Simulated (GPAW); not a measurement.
Cu:

```
Cu
1.0
     2.53076    0.00000    0.00000
    -1.26538    2.19171    0.00000
     0.00000    0.00000    8.26182
Cu
4
Cartesian
  1.2654 0.7306 6.1964
  0.0000 0.0000 4.1309
  0.0000 1.4611 2.0655
  0.0000 0.0000 0.0000
```

This isn't the form of Cu at room conditions, which is fcc.

```yaml
Program: GPAW 26.7.0
Task: relaxation of cell and atoms
Functional: PBEsol
Dispersion: D3
Potentials_or_basis: PAW data sets generated in the run's folder for this functional
Cutoff: 600 eV
Basis: pw
k_mesh: 8 × 8 × 2
Occupations: fermi-dirac, width 0.05 eV
Spin: no spin polarisation
```

At the start: pressure -6.7 GPa; volume 11.46 Å³/atom.

Task: How do energy, volume and symmetry change on relaxing?

Result: Over 9 steps the energy falls by 11.5 meV/atom and the volume is 11.01 Å³/atom (-3.9 %); space group P6_3/mmc (No. 194, to 0.05 Å).

Step by step:
| step | energy change (eV) | largest force (eV/Å) | pressure (GPa) | volume (Å³) |
| --- | --- | --- | --- | --- |
| 1 | 0.0000 | 0.0000 | -6.65 | 45.83 |
| 2 | -0.0091 | 0.0000 | -5.90 | 45.59 |
| 3 | -0.0394 | 0.0000 | 0.63 | 43.84 |
| 4 | -0.0399 | 0.0000 | 0.19 | 43.94 |
| 5 | -0.0405 | 0.0000 | -0.10 | 44.02 |
| 6 | -0.0423 | 0.0000 | -0.62 | 44.14 |
| 7 | -0.0444 | 0.0000 | -0.73 | 44.17 |
| 8 | -0.0459 | 0.0000 | -0.38 | 44.09 |
| 9 | -0.0459 | 0.0000 | -0.09 | 44.02 |

Final structure:
```cif
data_structure
_symmetry_space_group_name_H-M 'P 1'
_symmetry_Int_Tables_number 1
_cell_length_a 2.5179
_cell_length_b 2.5179
_cell_length_c 8.0178
_cell_angle_alpha 90.000
_cell_angle_beta 90.000
_cell_angle_gamma 120.000
_cell_volume 44.02
loop_
_atom_site_label
_atom_site_type_symbol
_atom_site_fract_x
_atom_site_fract_y
_atom_site_fract_z
_atom_site_occupancy
Cu1 Cu 0.66667 0.33333 0.75000 1
Cu2 Cu 0.00000 0.00000 0.50000 1
Cu3 Cu 0.33333 0.66667 0.25000 1
Cu4 Cu 0.00000 0.00000 0.00000 1
```

Caveat: the k mesh is coarse (spacing up to 0.38 Å⁻¹), so the values aren't converged; with this Cu data set, volumes or pressures lay over 1.5 % or 2 GPa off other programs in two to four cells of ten; later steps reuse the first step's grids; pairwise dispersion overbinds metals, which lowers pressure and volume.
